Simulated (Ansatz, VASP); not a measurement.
# One calculation of KCl, two programs

The input INCAR:

```
PREC = Accurate
ENCUT = 520
EDIFF = 1E-7
ISMEAR = -1
SIGMA = 0.02
LREAL = False
LASPH = True
NELM = 100
ALGO = Normal
ISIF = 2
LWAVE = False
LCHARG = False
GGA = PS
NBANDS = 15
```

File KPOINTS:

```
regular mesh
0
Gamma
  7 7 7
```

POSCAR

```
KCl
1.0
    3.6340000000      0.0363400000      0.0363400000
    0.0363400000      3.6340000000      0.0363400000
    0.0363400000      0.0363400000      3.6340000000
K Cl
1 1
Direct
    0.0000000000      0.0000000000      0.0000000000
    0.5000000000      0.5000000000      0.5000000000
```

Input for Ansatz:

```yaml
crystal:
  lattice:
    - [3.634, 0.03634, 0.03634]
    - [0.03634, 3.634, 0.03634]
    - [0.03634, 0.03634, 3.634]
  atoms:
    - { symbol: K, position: [0.0, 0.0, 0.0] }
    - { symbol: Cl, position: [0.5, 0.5, 0.5] }
kpoints:
  mp_grid: { grid: [7, 7, 7] }
  band_path:
    path:
      - [0.0, 0.0, 0.0]
      - [0.5, 0.5, 0.5]
      - [0.5193194925, 0.4806805075, 0.5]
      - [0.5, -0.4806805075, 0.4806805075]
      - [0.5, 0.0, 0.0]
      - [0.0, 0.0, 0.0]
      - [0.4903402537, -0.4903402537, 0.0]
      - [0.5096597463, 0.0, 0.4903402537]
      - [0.5, 0.0, 0.5]
    npoints: 5
scf:
  occupations: { method: fermi_dirac, width: 0.02 }
hamiltonian:
  xc: pbesol
  pseudopotentials: { kind: all_electron, lapw: { basis_error: 0.0005 } }
output:
  forces: true
  stress: true
  eigenvalues: true
```

Change from the starting cell: equal xy, yz and zx shear strains of +2 %.

Alike in both runs: task single point; functional PBEsol; k mesh 7 × 7 × 7; occupations fermi-dirac, width 0.02 eV; no spin polarisation.

|  | VASP | Ansatz |
| --- | --- | --- |
| version | VASP 6.6.1 | Ansatz 0.2.0 |
| potentials or method | VASP PAW PBE potentials, release 64 (K_sv, Cl) | all-electron LAPW, scalar-relativistic |
| plane-wave cutoff (eV) | 520 | see its input |

Ansatz gave:

- gap on the k mesh at the Fermi level (eV): 5.40
- pressure (GPa): 2.3
- largest component of the traceless stress (GPa): 0.23

Task: Estimate VASP's values.

Result: gap on the k mesh at the Fermi level (eV): 5.40; pressure (GPa): 2.4; largest component of the traceless stress (GPa): 0.24.

Ansatz ran all-electron here, so the differences hold the error of VASP's frozen core and of both bases.

Caveats: the PAW data sets were made with another functional, which shifts forces and pressure a little (VASP); an odd mesh through Γ misses points on the zone boundary, where band edges often lie.
